# Stretching wurtzite SiC: which way do the gaps go?

The cell of wurtzite silicon carbide is enlarged in small steps, with all its lengths growing in proportion. Two gaps are followed. The band gap is the energy from the highest filled level to the lowest empty one, wherever in the Brillouin zone the two lie. The smallest direct gap on path is the shortest vertical distance between filled and empty bands, at one and the same wave vector, along the lines on which the bands were drawn. The question is what both will be at the two largest volumes.

Ansatz 0.2.0, all-electron LAPW calculations with the PBE functional, scalar-relativistic and without spin polarization, for wurtzite SiC (4 atoms per cell), scaled uniformly without relaxing the atoms. All runs use a 15×15×8 k mesh, Fermi-Dirac smearing of 0.08 eV and a basis error target of 1 meV/atom.

```tsv
volume (Å³/atom)	c/a	shortest distance (Å)	band gap (eV)	smallest direct gap on path (eV)
9.720	1.6411	1.830	2.208	4.205
9.927	1.6411	1.843	2.248	4.162
10.134	1.6411	1.856	2.287	4.119
10.238	1.6411	1.862	2.306	4.098
10.341	1.6411	1.868	2.324	4.077
10.444	1.6411	1.875	2.342	4.057
10.548	1.6411	1.881	2.359	4.037
10.755	1.6411	1.893	?	?
10.961	1.6411	1.905	?	?
```

## What the known rows say

The two gaps run in opposite directions. From the smallest volume to 10.548 Å³/atom the band gap rises by 0.151 eV, while the smallest direct gap falls by 0.168 eV. No row breaks either trend. A single rule such as "longer bonds, smaller gap" therefore fails for this crystal, and the reason must lie in which levels form each gap.

The cells are not relaxed. The ratio c/a is fixed, and forces of roughly 0.7 to 0.9 eV/Å remain on the atoms along the hexagonal axis. The trends thus belong to a uniform scaling of the crystal, not to a crystal whose atoms settle anew at each volume. The computed pressure changes sign between 10.444 and 10.548 Å³/atom, so the two open rows describe a crystal under tension.

## Three levels, three speeds

The same calculations give the levels at the band edges. The highest filled level lies at Γ, the centre of the Brillouin zone. The lowest empty level lies at K, a corner of its hexagonal cross-section. An electron that crosses the band gap must therefore change its wave vector, which makes the gap indirect.

Between 9.927 and 10.548 Å³/atom the filled level at Γ sinks by 0.852 eV and the empty level at K by 0.741 eV. The energy zero of a periodic crystal is arbitrary, so neither number means much alone. Their difference does: the floor of the gap drops 0.111 eV further than its ceiling, and the gap opens by that amount.

The lowest empty level at Γ behaves quite differently. It sinks by 1.384 eV over the same stretch, far more than the filled level below it. The vertical gap at Γ therefore closes quickly while the indirect gap opens. One deformation acts on two empty levels of the same crystal, and the outcome depends on where in the zone the level sits.

## Why the place in the zone matters

The fast closing at Γ fits the ordinary picture of a covalent bond. Orbitals on neighbouring atoms combine into a bonding level, pushed down, and an antibonding level, pushed up. In tetrahedral semiconductors the valence top at Γ is a bonding combination of p orbitals, and the lowest empty levels there are antibonding, often with much s character. In wurtzite, levels that sit at the point L in the cubic form also appear at Γ, and these are expected to be antibonding too. A longer bond means weaker coupling, so bonding and antibonding levels are pushed apart less and the gap between them shrinks.

Applied to K, this picture alone would give the wrong sign. Suppose that the level at K did not feel the bond at all. Stretching would still weaken the bonding push on the valence top and let it rise towards K, and the gap would shrink. The calculation shows the opposite.

The core levels help to see which level is at fault. They hardly take part in bonding and so give a common mark, though a rough one, since they also respond to their surroundings. Between 9.927 and 10.548 Å³/atom the 1s level of carbon sinks by 1.165 eV and the 2s and 2p levels of silicon by about 1.04 eV. Measured from either mark, the valence top rises and the empty level at Γ falls, just as the bond picture says. The K level rises too, and by more than the valence top. If these marks can be trusted, something beyond the bond picture lifts it as the crystal expands.

The usual account for conduction valleys that behave in this way has two parts. Such a state has much of its density in the open spaces between the bonds, so it escapes most of the antibonding push. It also mixes with higher empty states of d character, and this mixing presses it down. Compression strengthens the mixing and expansion relaxes it, so on expansion the valley rises relative to the valence top.

This account fits a pattern well known from cubic semiconductors, where the valley near the zone-boundary point X often moves towards the valence top under pressure. For the present crystal it remains an argument. The calculations list no orbital weights for these levels, so neither the mixing nor its share of the shift can be read off. What they do show is the order of the shifts: the empty level at Γ sinks most, the valence top less, and the K level least.

For a related tetrahedral semiconductor, the first thing to find out is therefore where the conduction edge lies. If it lies at Γ, expansion will usually close the gap, and rather fast. If it lies in a valley near X, as in silicon, the gap will usually change slowly and may well open, as it does here with the valley at K. A valley at L, as in germanium, is different: there expansion closes the gap.

For someone who works with stress rather than volume, the same trend can be put per unit of pressure. Between 9.927 and 10.548 Å³/atom the band gap changes by about −8 meV per gigapascal, so compression narrows it slightly. This holds for uniform scaling, where the stress along the hexagonal axis differs from that across it and the pressure is their mean. A film strained only in its plane is deformed differently, and its gap need not follow this number.

## From slope to forecast

The natural measure of stretch is relative, because one per cent more volume should count alike in a small and in a large cell. Let $V$ be the volume per atom, $V_0 = 10.341$ Å³ that of the unscaled cell, and $x = \ln(V/V_0)$. The slope $a = \mathrm{d}E/\mathrm{d}x$ of a gap $E$ is called its deformation potential. If $a$ is constant, the gap is a straight line in $x$. If $a$ itself changes steadily, integration adds a square term:

$$E(x) = E_0 + a_0 x + b x^2 .$$

The band gap needs the square term. Its slope falls from about 1.9 eV over the first interval to about 1.8 eV between 10.341 and 10.548 Å³/atom. A plausible reason is that couplings between atoms fade with distance, so each further per cent of stretch has less left to remove. The smallest direct gap shows no bend within its printed digits, although the same reasoning could apply to it. The bends of its two levels may cancel, but their wave vector is not given and this can't be checked.

A least-squares fit to the seven known rows gives $E_0 = 2.324$ eV, $a_0 = 1.803$ eV and $b = -1.165$ eV for the band gap. The largest volume, which took no part in the fit, serves as the worked case:

$$x = \ln\frac{10.961}{10.341} = 0.0582,$$

$$E = 2.324 + 1.803 \times 0.0582 - 1.165 \times 0.0582^2 = 2.425\ \text{eV}.$$

For the smallest direct gap, a straight line fitted to the same seven rows starts from 4.077 eV at $x = 0$ and has a slope of −2.061 eV.

One event could spoil both forecasts: another pair of levels might take over a gap and bend its curve downwards. The fast-closing gap at Γ is the obvious candidate for the direct gap. At 10.548 Å³/atom it is still 4.446 eV, well above the smallest direct gap. Continued at its latest slope, it reaches about 4.11 eV at the largest volume, which leaves it roughly 0.15 eV above the forecast. For the band gap, a takeover by the valley at M, the middle of a side of the zone's hexagonal cross-section, looks unlikely but is not excluded, because its energy is not listed.

The forecasts are these:

- **Band gap:** it keeps rising, in shrinking steps, to 2.393 ± 0.003 eV at 10.755 Å³/atom and 2.425 ± 0.006 eV at 10.961 Å³/atom.
- **Smallest direct gap:** it keeps falling, to 3.997 ± 0.004 eV and 3.957 ± 0.008 eV.

The error bars are judgements, not statistical intervals. For the band gap they are about as wide as the distance between the curved fit and a straight one. For the direct gap they leave some room for the unknown wave vector.

## The computed values

The withheld rows as computed:

```tsv
volume (Å³/atom)	c/a	shortest distance (Å)	band gap (eV)	smallest direct gap on path (eV)
10.755	1.6411	1.893	2.393	3.997
10.961	1.6411	1.905	2.426	3.957
```

All four values lie within their error bars. At 10.755 Å³/atom the band gap agrees with the forecast to the last printed digit, and at 10.961 Å³/atom the forecast is 0.001 eV too low. Both forecasts of the smallest direct gap agree to the last printed digit. Every miss is far smaller than its bar, and neither curve shows a sign of a takeover.

The bend of the band gap proved real. A straight line through the same seven rows would have given 2.431 eV at the largest volume, about 0.005 eV too high. The shrinking steps can also be seen directly in the table. From 10.134 to 10.548 Å³/atom the gap grows by 2.359 − 2.287 = 0.072 eV, and over the next, practically equal span it grows by 0.067 eV. Part of this comes from the logarithm, since equal steps in volume are shrinking steps in $x$. But the slope against $x$ falls too, from about 1.8 to about 1.7 eV.

For the band gap, the levels at 10.755 Å³/atom confirm that no takeover has occurred there: the valence top is still at Γ and the lowest empty level still at K. For the smallest direct gap, the smooth course only makes it likely that the same levels are still at work. The hits do not test the orbital account of the K level, because another cause that acts smoothly could have produced just as smooth a curve. Nor do they make the gaps themselves accurate. PBE is known to place the band gap of SiC well below the measured one, and a good forecast of a PBE value inherits that error in full.

## What lies just beyond the last row

The smallest direct gap may not keep its straight course for long. The gap at Γ falls by 8.77 eV per unit of $x$, the smallest direct gap by 2.06 eV, so the distance between them shrinks by about 6.7 eV per unit. The remaining 0.15 eV, itself an extrapolated value, would then be used up after a further $0.15/6.7 \approx 0.02$ in $x$, or some two per cent more volume. There the smallest direct gap should move to Γ and begin to fall about four times as fast. Whether that kink appears, and whether it stays in place once the atoms are allowed to relax, is left open by these rows.
